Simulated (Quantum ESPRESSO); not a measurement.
# SnTe (Fm-3m) in Quantum ESPRESSO: further runs, part 2 of 2

Quantum ESPRESSO 7.5.

### 3 Relaxation of cell and atoms, PBE, target pressure 2 GPa, at which the enthalpy is minimised

The input, pw.in:

```
&CONTROL
  calculation = 'vc-relax'
  prefix = 'pwscf'
  outdir = './tmp'
  pseudo_dir = './pseudo'
  tprnfor = .true.
  tstress = .true.
  disk_io = 'low'
  nstep = 40
  forc_conv_thr = 0.0004
  etot_conv_thr = 1d-05
/
&SYSTEM
  ibrav = 0
  nat = 2
  ntyp = 2
  ecutwfc = 69
  ecutrho = 552
  nbnd = 16
  occupations = 'smearing'
  smearing = 'fd'
  degauss = 0.00367493
/
&ELECTRONS
  conv_thr = 4d-10
  electron_maxstep = 120
  mixing_beta = 0.5
/
&IONS
  ion_dynamics = 'bfgs'
/
&CELL
  cell_dynamics = 'bfgs'
  press = 20
  press_conv_thr = 0.3
/
ATOMIC_SPECIES
Te   127.6000 Te_pbe_v1.uspp.F.UPF
Sn   118.7100 Sn_pbe_v1.uspp.F.UPF
CELL_PARAMETERS bohr
   0.0000000000    5.9542435598    5.9542435598
   5.9542435598    0.0000000000    5.9542435598
   5.9542435598    5.9542435598    0.0000000000
ATOMIC_POSITIONS bohr
Te     5.9542435598    5.9542435598    5.9542435598
Sn     0.0000000000    0.0000000000    0.0000000000
K_POINTS automatic
7 7 7 0 0 0
```

Potentials or basis: SSSP 1.3 efficiency PBE.

Launch:

```bash
$ OMP_NUM_THREADS=1 pw.x -in pw.in > pw.out
```

pw.out:

```text
This program is part of the open-source Quantum ESPRESSO suite
     for quantum simulation of materials; please cite
[... 9 lines left out ...]
     --------------------
     sticks:   dense  smooth     PW     G-vecs:    dense   smooth      PW
     Sum        2713    1345    385                92769    32647    5065

     Using Slab Decomposition

     bravais-lattice index     =            0
     lattice parameter (alat)  =       8.4206  a.u.
     unit-cell volume          =     422.1918 (a.u.)^3
     number of atoms/cell      =            2
     number of atomic types    =            2
     number of electrons       =        20.00
     number of Kohn-Sham states=           16
     kinetic-energy cutoff     =      69.0000  Ry
     charge density cutoff     =     552.0000  Ry
     scf convergence threshold =      4.0E-10
     mixing beta               =       0.5000
     number of iterations used =            8  plain     mixing
     energy convergence thresh.=      1.0E-05
     force convergence thresh. =      4.0E-04
[... 950 lines left out ...]
        k(    3) = (   0.2019416   0.2019416  -0.2019416), wk =   0.0466472
        k(    4) = (   0.3029124   0.3029124  -0.3029124), wk =   0.0466472
        k(    5) = (   0.2019416  -0.0000000   0.0000000), wk =   0.0349854
        k(    6) = (   0.3029124   0.1009708  -0.1009708), wk =   0.1399417
[... 12 lines left out ...]
        k(   19) = (  -0.1009708  -0.5048539   0.7067955), wk =   0.1399417
        k(   20) = (  -0.0000000  -0.4038831   0.6058247), wk =   0.1399417

     Dense  grid:    92769 G-vectors     FFT dimensions: (  64,  64,  64)

     Smooth grid:    32743 G-vectors     FFT dimensions: (  45,  45,  45)

     Initial potential from superposition of free atoms

     starting charge      18.9997, renormalised to      20.0000
     Starting wfcs are   13 randomized atomic wfcs +    3 random wfcs

     Self-consistent Calculation

     iteration #  1     ecut=    69.00 Ry     beta= 0.50
     Davidson diagonalization with overlap
     c_bands:  1 eigenvalues not converged
     c_bands:  1 eigenvalues not converged
     c_bands:  2 eigenvalues not converged
     c_bands:  2 eigenvalues not converged
     c_bands:  2 eigenvalues not converged
     c_bands:  1 eigenvalues not converged
     ethr =  1.00E-06,  avg # of iterations = 18.1
[... 190 lines left out ...]
          total   stress  (Ry/bohr**3)                   (kbar)     P=       20.06
   0.00013640   0.00000000   0.00000000           20.06        0.00        0.00
   0.00000000   0.00013640   0.00000000            0.00       20.06        0.00
   0.00000000   0.00000000   0.00013640            0.00        0.00       20.06

=------------------------------------------------------------------------------=
   JOB DONE.
=------------------------------------------------------------------------------=
```

It took 1.8 min on 1 thread of Arm Neoverse V2, shared host; peak memory 0.39 GiB.

What came out:

- Free energy: -2582.1246 eV
- Relaxed volume: 31.32 Å³/atom
- Relaxed cell: a = 4.458 Å, b = 4.458 Å, c = 4.458 Å, α = 60.00°, β = 60.00°, γ = 60.00°
- Space group after relaxing (to 0.05 Å): Fm-3m (No. 225)
- Energy change on relaxing (the enthalpy is what falls): -0.5 meV/atom
- Ionic steps: 4
- Pressure after relaxing: 2.0 GPa

The path:
| step | energy change (eV) | largest force (eV/Å) | pressure (GPa) | volume (Å³) |
| --- | --- | --- | --- | --- |
| 1 | 0.0000 | 0.0000 | 2.07 | 62.56 |
| 2 | -0.0003 | 0.0000 | 2.06 | 62.58 |
| 3 | -0.0006 | 0.0000 | 2.03 | 62.61 |
| 4 | -0.0011 | 0.0000 | 2.01 | 62.65 |

Final structure:
```
CELL_PARAMETERS angstrom
0.00000 3.15224 3.15224
3.15224 0.00000 3.15224
3.15224 3.15224 0.00000
ATOMIC_POSITIONS crystal
Te 0.50000 0.50000 0.50000
Sn 0.00000 0.00000 0.00000
```

Levels at points of the mesh, in eV from the Fermi level:
```
           k point  band 7  band 8  band 9  band 10  band 11  band 12  band 13  band 14
(0.00, 0.00, 0.00)   -4.76   -2.20   -2.20    -2.20     3.38     3.38     3.38     4.65
```

Caveat: this odd mesh misses L, where the gap lies, so gap, dielectric constants and Born charges aren't listed. Spin-orbit coupling is left out, which matters for the levels of Te.

### 4 Relaxation of cell and atoms, PBE, target pressure 5 GPa, at which the enthalpy is minimised

Changes to pw.in since step 3:

```diff
@@ -33,3 +33,3 @@
   cell_dynamics = 'bfgs'
-  press = 20
+  press = 50
   press_conv_thr = 0.3
```

Launch:

```bash
$ OMP_NUM_THREADS=1 pw.x -in pw.in > pw.out
```

Run time: 2.4 min. Hardware: 1 thread of Arm Neoverse V2, shared host; peak memory 0.38 GiB.

Results (log left out):

| Item | Value |
| --- | --- |
| Free energy | -2582.0523 eV |
| Relaxed volume | 29.66 Å³/atom |
| Relaxed cell | a = 4.378 Å, b = 4.378 Å, c = 4.378 Å, α = 60.00°, β = 60.00°, γ = 60.00° |
| Space group after relaxing (to 0.05 Å) | Fm-3m (No. 225) |
| Energy change on relaxing (the enthalpy is what falls) | +35.0 meV/atom |
| Ionic steps | 5 |
| Pressure after relaxing | 5.0 GPa |

The path:
```tsv
step	energy change (eV)	largest force (eV/Å)	pressure (GPa)	volume (Å³)
1	0.0000	0.0000	2.07	62.56
2	0.0142	0.0000	2.83	61.63
3	0.0438	0.0000	4.07	60.25
4	0.0720	0.0000	5.06	59.26
5	0.0701	0.0000	5.00	59.32
```

Final structure:
```yaml
crystal:
  lattice:
    - [0.00000, 3.09549, 3.09549]
    - [3.09549, 0.00000, 3.09549]
    - [3.09549, 3.09549, 0.00000]
  atoms:
    - { symbol: Te, position: [0.50000, 0.50000, 0.50000] }
    - { symbol: Sn, position: [0.00000, 0.00000, 0.00000] }
```

Levels at points of the mesh, in eV from the Fermi level:
| k point | band 7 | band 8 | band 9 | band 10 | band 11 | band 12 | band 13 | band 14 |
| --- | --- | --- | --- | --- | --- | --- | --- | --- |
| (0.00, 0.00, 0.00) | -4.52 | -2.34 | -2.34 | -2.34 | 3.53 | 3.53 | 3.53 | 4.55 |

Caveat: this odd mesh misses L, where the gap lies, so gap, dielectric constants and Born charges aren't listed.

### 5 Relaxation of cell and atoms, PBE, target pressure 10 GPa, at which the enthalpy is minimised

Changes to pw.in since step 4:

```diff
@@ -33,3 +33,3 @@
   cell_dynamics = 'bfgs'
-  press = 50
+  press = 100
   press_conv_thr = 0.3
```

Launch:

```bash
$ OMP_NUM_THREADS=1 pw.x -in pw.in > pw.out
```

Run time: 2.6 min. Hardware: 1 thread of Arm Neoverse V2, shared host; peak memory 0.38 GiB.

The run converged. Its results:

```
Free energy                                            : -2581.8674 eV
Relaxed volume                                         : 27.66 Å³/atom
Relaxed cell                                           : a = 4.277 Å, b = 4.277 Å, c = 4.277 Å, α = 60.00°, β = 60.00°, γ = 60.00°
Space group after relaxing (to 0.05 Å)                 : Fm-3m (No. 225)
Energy change on relaxing (the enthalpy is what falls) : +126.6 meV/atom
Ionic steps                                            : 5
Pressure after relaxing                                : 10.0 GPa
```

Step by step:
| step | energy change (eV) | largest force (eV/Å) | pressure (GPa) | volume (Å³) |
| --- | --- | --- | --- | --- |
| 1 | 0.0000 | 0.0000 | 2.07 | 62.56 |
| 2 | 0.0486 | 0.0000 | 4.25 | 60.07 |
| 3 | 0.1890 | 0.0000 | 8.40 | 56.45 |
| 4 | 0.2631 | 0.0000 | 10.23 | 55.17 |
| 5 | 0.2531 | 0.0000 | 9.99 | 55.33 |

Final structure:
```cif
data_structure
_symmetry_space_group_name_H-M 'P 1'
_symmetry_Int_Tables_number 1
_cell_length_a 4.2772
_cell_length_b 4.2772
_cell_length_c 4.2772
_cell_angle_alpha 60.000
_cell_angle_beta 60.000
_cell_angle_gamma 60.000
_cell_volume 55.33
loop_
_atom_site_label
_atom_site_type_symbol
_atom_site_fract_x
_atom_site_fract_y
_atom_site_fract_z
_atom_site_occupancy
Te1 Te 0.50000 0.50000 0.50000 1
Sn1 Sn 0.00000 0.00000 0.00000 1
```

Levels at points of the mesh, in eV from the Fermi level:
```tsv
k point	band 6	band 7	band 8	band 9	band 10	band 11	band 12	band 13	band 14	band 15
(0.00, 0.00, 0.00)	-13.80	-4.14	-2.48	-2.48	-2.48	3.76	3.76	3.76	4.47	4.47
```

Caveat: this odd mesh misses L, where the gap lies, so gap, dielectric constants and Born charges aren't listed. The run has no spin-orbit coupling, so splittings on Te are missing.

### 6 Overview

```tsv
cell	pressure (GPa)
relaxed to 0.3 kbar	0.0
relaxed to 2 GPa	2.0
relaxed to 5 GPa	5.0
relaxed to 10 GPa	10.0
```

Alike in all rows: task relaxation of cell and atoms; level PBE; potentials or basis SSSP 1.3 efficiency PBE; no spin polarisation; k mesh 7 × 7 × 7; cutoff (eV) 939; smearing fermi-dirac 0.05 eV.

Total energies depend on the potentials used, so only differences within one code and one set of settings carry meaning.
